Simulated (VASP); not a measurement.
# PbS in VASP: work function with PBE

Aim: the work function of PbS with PBE.

All numbers are computed with VASP 6.6.1; they aren't measurements. Logs are shortened: lines on timing, memory, paths and dates and some standing lists are left out, and cuts for length are marked.

### 1 The cell of the first run

The cell holds a slab with vacuum, 8 atoms: a = 4.193 Å, b = 4.193 Å, c = 23.895 Å, α = 90.00°, β = 90.00°, γ = 90.00°.

### 2 Work function, PBE (the (1 0 0) slab of PbS, cut from the database cell, not relaxed)

Input file INCAR:

```
PREC = Accurate
ENCUT = 520
EDIFF = 1E-7
ISMEAR = 0
SIGMA = 0.05
LREAL = F
LASPH = T
NELM = 80
ALGO = Normal
ISIF = 2
LWAVE = F
LCHARG = T
LDIPOL = T
IDIPOL = 3
DIPOL = 0.5 0.5 0.500
GGA = PE
LELF = T
LVHAR = T
LVACPOTAV = T
```

Input file KPOINTS:

```
Automatic mesh
0
Gamma
  6 6 1
```

Input file POSCAR:

```
PbS
1.0
    4.1931432124      0.0000000000      0.0000000000
    0.0000000000      4.1931432124      0.0000000000
    0.0000000000      0.0000000000     23.8950000000
Pb S
4 4
Direct
    0.5000000000      0.5000000000      0.3138731952
    0.0000000000      0.0000000000      0.4379577317
    0.5000000000      0.5000000000      0.5620422683
    0.0000000000      0.0000000000      0.6861268048
    0.0000000000      0.0000000000      0.3138731952
    0.5000000000      0.5000000000      0.4379577317
    0.0000000000      0.0000000000      0.5620422683
    0.5000000000      0.5000000000      0.6861268048
```

Potentials or basis: VASP PAW PBE potentials, release 64 (Pb_d, S).

Run with:

```
> cat potpaw_PBE.64/Pb_d/POTCAR potpaw_PBE.64/S/POTCAR > POTCAR
> mpirun -np 1 vasp_std > vasp.out
```

OUTCAR:

```text
PREC = Accurate
   ENCUT = 520
   EDIFF = 1E-7
   ISMEAR = 0
   LREAL = F
   LASPH = T
   NELM = 80
   ISIF = 2
   GGA = PE

 ion  position               nearest neighbor table
   1  0.500  0.500  0.314-   6 2.96   5 2.96   5 2.96   5 2.96   5 2.96
   2  0.000  0.000  0.438-   5 2.96   6 2.96   6 2.96   6 2.96   6 2.96   7 2.97
   3  0.500  0.500  0.562-   8 2.96   7 2.96   7 2.96   7 2.96   7 2.96   6 2.97
   4  0.000  0.000  0.686-   7 2.96   8 2.96   8 2.96   8 2.96   8 2.96
   5  0.000  0.000  0.314-   2 2.96   1 2.96   1 2.96   1 2.96   1 2.96
   6  0.500  0.500  0.438-   1 2.96   2 2.96   2 2.96   2 2.96   2 2.96   3 2.97
   7  0.000  0.000  0.562-   4 2.96   3 2.96   3 2.96   3 2.96   3 2.96   2 2.97
   8  0.500  0.500  0.686-   3 2.96   4 2.96   4 2.96   4 2.96   4 2.96

  LATTYP: Found a simple tetragonal cell.
 ALAT       =     4.1931432124
 C/A-ratio  =     5.6985890511

  Lattice vectors:

 A1 = (   4.1931432124,   0.0000000000,   0.0000000000)
 A2 = (   0.0000000000,   4.1931432124,   0.0000000000)
 A3 = (   0.0000000000,   0.0000000000,  23.8950000000)

Analysis of symmetry for initial positions (statically):
=====================================================================
 Subroutine PRICEL returns:
 Original cell was already a primitive cell.

 Routine SETGRP: Setting up the symmetry group for a
 simple tetragonal supercell.

 Subroutine GETGRP returns: Found 16 space group operations
 (whereof  8 operations were pure point group operations)
 out of a pool of 16 trial point group operations.

The static configuration has the point symmetry C_4v.
 The point group associated with its full space group is D_4h.

Analysis of symmetry for dynamics (positions and initial velocities):
=====================================================================
 Subroutine PRICEL returns:
 Original cell was already a primitive cell.

 Routine SETGRP: Setting up the symmetry group for a
 simple tetragonal supercell.

 Subroutine GETGRP returns: Found 16 space group operations
 (whereof  8 operations were pure point group operations)
 out of a pool of 16 trial point group operations.

The dynamic configuration has the point symmetry C_4v.
 The point group associated with its full space group is D_4h.

 Subroutine INISYM returns: Found 16 space group operations
 (whereof  8 operations are pure point group operations),
 and found     1 'primitive' translations

----------------------------------------------------------------------------------------

                                     Primitive cell

  volume of cell :     420.1326

  direct lattice vectors                    reciprocal lattice vectors
     4.193143212  0.000000000  0.000000000     0.238484581  0.000000000  0.000000000
     0.000000000  4.193143212  0.000000000     0.000000000  0.238484581  0.000000000
     0.000000000  0.000000000 23.895000000     0.000000000  0.000000000  0.041849759

  length of vectors
     4.193143212  4.193143212 23.895000000     0.238484581  0.238484581  0.041849759

  position of ions in fractional coordinates (direct lattice)
     0.500000000  0.500000000  0.313873195
     0.000000000  0.000000000  0.437957732
     0.500000000  0.500000000  0.562042268
     0.000000000  0.000000000  0.686126805
     0.000000000  0.000000000  0.313873195
     0.500000000  0.500000000  0.437957732
     0.000000000  0.000000000  0.562042268
     0.500000000  0.500000000  0.686126805

  ion indices of the primitive-cell ions
   primitive index   ion index
                 1           1
                 2           2
                 3           3
                 4           4
                 5           5
                 6           6
                 7           7
                 8           8

----------------------------------------------------------------------------------------

 KPOINTS: Automatic mesh

Automatic generation of k-mesh.
 Grid dimensions read from file:
 generate k-points for:    6    6    1

 Generating k-lattice:

  Cartesian coordinates                     Fractional coordinates (reciprocal lattice)
     0.039747430  0.000000000  0.000000000     0.166666667  0.000000000  0.000000000
     0.000000000  0.039747430  0.000000000     0.000000000  0.166666667  0.000000000
     0.000000000  0.000000000  0.041849759     0.000000000  0.000000000  1.000000000

  Length of vectors
     0.039747430  0.039747430  0.041849759

  Shift w.r.t. Gamma in fractional coordinates (k-lattice)
     0.000000000  0.000000000  0.000000000

 Subroutine IBZKPT returns following result:
 ===========================================

 Found     10 irreducible k-points:

 Following reciprocal coordinates:
            Coordinates               Weight
  0.000000  0.000000  0.000000      1.000000
  0.166667  0.000000  0.000000      4.000000
  0.333333  0.000000  0.000000      4.000000
  0.500000  0.000000  0.000000      2.000000
  0.166667  0.166667  0.000000      4.000000
  0.333333  0.166667  0.000000      8.000000
  0.500000  0.166667  0.000000      4.000000
  0.333333  0.333333  0.000000      4.000000
  0.500000  0.333333  0.000000      4.000000
  0.500000  0.500000  0.000000      1.000000
   k-points           NKPTS =     10   k-points in BZ     NKDIM =     10   number of bands    NBANDS=     48
   number of dos      NEDOS =    301   number of ions     NIONS =      8
   total plane-waves  NPLWV = 184320
   dimension x,y,z NGX =    32 NGY =   32 NGZ =  180
   dimension x,y,z NGXF=    64 NGYF=   64 NGZF=  360
   ions per type =               4   4
   NGX,Y,Z   is equivalent  to a cutoff of  12.69, 12.69, 12.52 a.u.
   NGXF,Y,Z  is equivalent  to a cutoff of  25.37, 25.37, 25.05 a.u.
 SYSTEM =  unknown system
   PREC   = accura    normal or accurate (medium, high low for compatibility)
   ISTART =      0    job   : 0-new  1-cont  2-samecut
   ICHARG =      2    charge: 1-file 2-atom 10-const
   ISPIN  =      1    spin polarized calculation?
   LNONCOLLINEAR =      F non collinear calculations
   LSORBIT =      F    spin-orbit coupling
   LASPH  =      T    aspherical Exc in radial PAW
   ENCUT  =  520.0 eV  38.22 Ry    6.18 a.u.   7.80  7.80 44.43*2*pi/ulx,y,z
   NELM   =     80;   NELMIN=  2; NELMDL= -5     # of ELM steps
   EDIFF  = 0.1E-06   stopping-criterion for ELM
   LREAL  =      F    real-space projection
   EDIFFG = 0.1E-05   stopping-criterion for IOM
   NSW    =      0    number of steps for IOM
   IBRION =     -1    ionic relax: 0-MD 1-quasi-New 2-CG
   NFREE  =      0    steps in history (QN), initial steepest desc. (CG)
   ISIF   =      2    stress and relaxation
   ISYM   =      2    0-nonsym 1-usesym 2-fastsym
   POTIM  = 0.5000    time-step for ionic-motion
   TEBEG  =    0.0;   TEEND  =   0.0 temperature during run
   PSTRESS=    0.0 pullay stress
   NELECT =      80.0000    total number of electrons
   NUPDOWN=      -1.0000    fix difference up-down
   EMIN   =  10.00;   EMAX   =-10.00  energy-range for DOS
   EFERMI =   0.00;   METHOD = LEGACY
   ISMEAR =     0;   SIGMA  =   0.05  broadening in eV -4-tet -1-fermi 0-gaus
   EFERMI_NEDOS =   21; number of points for ismear=-14 and -15
   IALGO  =     38    algorithm
   IMIX   =      4    mixing-type and parameters
     AMIX     =   0.40;   BMIX     =  1.00
     AMIX_MAG =   1.60;   BMIX_MAG =  1.00
  volume/ion in A,a.u.               =      52.52       354.40
  Fermi-wavevector in a.u.,A,eV,Ry     =   0.941838  1.779815 12.069157  0.887058
  Thomas-Fermi vector in A             =   2.069388
   LORBIT       =      0    0 simple, 1 ext, 2 COOP (PROOUT), +10 PAW based schemes
   GGA     = PE    functional components
   LHFCALC =     F    Hartree Fock is set to
   AEXX    =    0.0000 exact exchange contribution
   IVDW    =     0    specifies the selected vdW correction
   LEPSILON=     F    determine dielectric tensor
   LRPA    =     F    only Hartree local field effects (RPA)
 non-spin polarized calculation
 Gauss-broadening in eV      SIGMA  =   0.05
  energy-cutoff  :      520.00
  volume of cell :      420.13
 maximum number of plane-waves:     11356
 NGX is ok and might be reduce to    32
   NGX = 15   NGY = 15   NGZ = 89

 dipolmoment           0.000000      0.000000     -0.000000 electrons x Angstroem

 number of electron      79.9999995 magnetization

 dipolmoment           0.000000      0.000000      0.000000 electrons x Angstroem

 Free energy of the ion-electron system (eV)
  ---------------------------------------------------
  ext. energy  EPLUGINS =         0.00000000
  ---------------------------------------------------
  free energy    TOTEN  =       -34.55721175 eV

  energy without entropy =      -34.55721175  energy(sigma->0) =      -34.55721175

 E-fermi :   0.7725     XC(G=0):  -5.3303

 val. band max:        0.5163934251   @ k =   0.5000   0.0000   0.0000
 cond. band min:       1.5834715595   @ k =   0.5000   0.0000   0.0000
 fundamental gap:      1.0670781344
 Fermi energy:         0.7725101585

 k-point     1 :       0.0000    0.0000    0.0000
  band No.  band energies     occupation
      1     -16.1971      2.00000
      2     -16.1896      2.00000
      3     -16.0972      2.00000
      4     -16.0972      2.00000
      5     -16.0969      2.00000
      6     -16.0969      2.00000
[... 40 lines left out ...]
     47       5.4489      0.00000
     48       5.5896      0.00000

 k-point     2 :       0.1667    0.0000    0.0000
  band No.  band energies     occupation
      1     -16.1855      2.00000
      2     -16.1797      2.00000
      3     -16.1007      2.00000
      4     -16.1006      2.00000
      5     -16.0967      2.00000
      6     -16.0967      2.00000
[... 40 lines left out ...]
     47       4.8412      0.00000
     48       4.8538      0.00000

 k-point     3 :       0.3333    0.0000    0.0000
  band No.  band energies     occupation
      1     -16.1642      2.00000
      2     -16.1616      2.00000
      3     -16.1078      2.00000
      4     -16.1077      2.00000
      5     -16.0963      2.00000
      6     -16.0960      2.00000
[... 40 lines left out ...]
     47       3.5477      0.00000
     48       3.5598      0.00000

 k-point     4 :       0.5000    0.0000    0.0000
  band No.  band energies     occupation
      1     -16.1539      2.00000
      2     -16.1539      2.00000
      3     -16.1113      2.00000
      4     -16.1113      2.00000
      5     -16.0960      2.00000
      6     -16.0960      2.00000
[... 40 lines left out ...]
     47       2.9565      0.00000
     48       2.9565      0.00000

 k-point     5 :       0.1667    0.1667    0.0000
  band No.  band energies     occupation
      1     -16.1767      2.00000
      2     -16.1716      2.00000
      3     -16.1007      2.00000
      4     -16.1004      2.00000
      5     -16.1002      2.00000
      6     -16.1002      2.00000
[... 40 lines left out ...]
     47       4.1993      0.00000
     48       5.0089      0.00000

 k-point     6 :       0.3333    0.1667    0.0000
  band No.  band energies     occupation
      1     -16.1599      2.00000
      2     -16.1569      2.00000
      3     -16.1077      2.00000
      4     -16.1075      2.00000
      5     -16.1001      2.00000
      6     -16.0999      2.00000
[... 40 lines left out ...]
     47       4.1909      0.00000
     48       4.6912      0.00000

 k-point     7 :       0.5000    0.1667    0.0000
  band No.  band energies     occupation
      1     -16.1508      2.00000
      2     -16.1508      2.00000
      3     -16.1112      2.00000
      4     -16.1112      2.00000
      5     -16.0999      2.00000
      6     -16.0999      2.00000
[... 40 lines left out ...]
     47       4.2366      0.00000
     48       4.2366      0.00000

 k-point     8 :       0.3333    0.3333    0.0000
  band No.  band energies     occupation
      1     -16.1545      2.00000
      2     -16.1509      2.00000
      3     -16.1077      2.00000
      4     -16.1075      2.00000
      5     -16.1070      2.00000
      6     -16.1070      2.00000
[... 40 lines left out ...]
     47       4.8337      0.00000
     48       4.9468      0.00000

 k-point     9 :       0.5000    0.3333    0.0000
  band No.  band energies     occupation
      1     -16.1515      2.00000
      2     -16.1515      2.00000
      3     -16.1205      2.00000
      4     -16.1205      2.00000
      5     -16.1107      2.00000
      6     -16.1107      2.00000
[... 40 lines left out ...]
     47       5.3481      0.00000
     48       5.3487      0.00000

 k-point    10 :       0.5000    0.5000    0.0000
  band No.  band energies     occupation
      1     -16.1574      2.00000
      2     -16.1574      2.00000
      3     -16.1398      2.00000
      4     -16.1398      2.00000
      5     -16.1110      2.00000
      6     -16.1110      2.00000
[... 40 lines left out ...]
     47       5.4670      0.00000
     48       5.4670      0.00000

------------------------ aborting loop because EDIFF is reached ----------------------------------------

  FORCE on cell =-STRESS in cart. coord.  units (eV):
  Direction    XX          YY          ZZ          XY          YZ          ZX
  --------------------------------------------------------------------------------------
  -------------------------------------------------------------------------------------
  Total        1.2642324      1.2642324     -1.3707493      0.0000000     -0.0000000      0.0000000
  in kB        4.8211548      4.8211548     -5.2273575      0.0000000     -0.0000000      0.0000000
  external PRESSURE =       1.4716507 kB  Pullay stress =       0.0000000 kB

 VOLUME and BASIS-vectors are now :
 -----------------------------------------------------------------------------
  energy-cutoff  :      520.00
  volume of cell :      420.13
      direct lattice vectors                 reciprocal lattice vectors
     4.193143212  0.000000000  0.000000000     0.238484581  0.000000000  0.000000000
     0.000000000  4.193143212  0.000000000     0.000000000  0.238484581  0.000000000
     0.000000000  0.000000000 23.895000000     0.000000000  0.000000000  0.041849759

 POSITION                                       TOTAL-FORCE (eV/Angst)
 -----------------------------------------------------------------------------------
      2.09657      2.09657      7.50000         0.000000     -0.000000      0.243691
      0.00000      0.00000     10.46500         0.000000      0.000000     -0.405423
      2.09657      2.09657     13.43000        -0.000000     -0.000000      0.405423
      0.00000      0.00000     16.39500         0.000000      0.000000     -0.243691
      0.00000      0.00000      7.50000        -0.000000     -0.000000      0.191853
      2.09657      2.09657     10.46500         0.000000     -0.000000     -0.468539
      0.00000      0.00000     13.43000         0.000000      0.000000      0.468539
      2.09657      2.09657     16.39500         0.000000      0.000000     -0.191853
 -----------------------------------------------------------------------------------
    total drift:                                0.000000     -0.000000     -0.000000

  FREE ENERGIE OF THE ION-ELECTRON SYSTEM (eV)
  ---------------------------------------------------
  free  energy   TOTEN  =       -34.5572117534 eV

  energy  without entropy=      -34.5572117534  energy(sigma->0) =      -34.55721175

 vacuum level on the upper side and lower side of the slab         4.868         4.868
```

Run time: 5 min. Hardware: 1 thread of Intel Xeon 6975P-C (Granite Rapids), shared host; peak memory 0.49 GiB.

What came out:

```yaml
Free_energy: -34.5572 eV
Largest_force: 0.469 eV/Å
Band_gap_on_the_k_mesh: 1.07 eV, direct
Ionisation_potential_of_the_upper_face: 4.35 eV
```

Forces in eV/Å, atoms in the order of the input:
```
Pb   0.000  0.000  0.244
Pb   0.000  0.000 -0.405
Pb   0.000  0.000  0.405
Pb   0.000  0.000 -0.244
S    0.000  0.000  0.192
S    0.000  0.000 -0.469
S    0.000  0.000  0.469
S    0.000  0.000 -0.192
```

Caveat: spin-orbit coupling is left out, which as a rule narrows the gap of such compounds by several tenths of an eV.
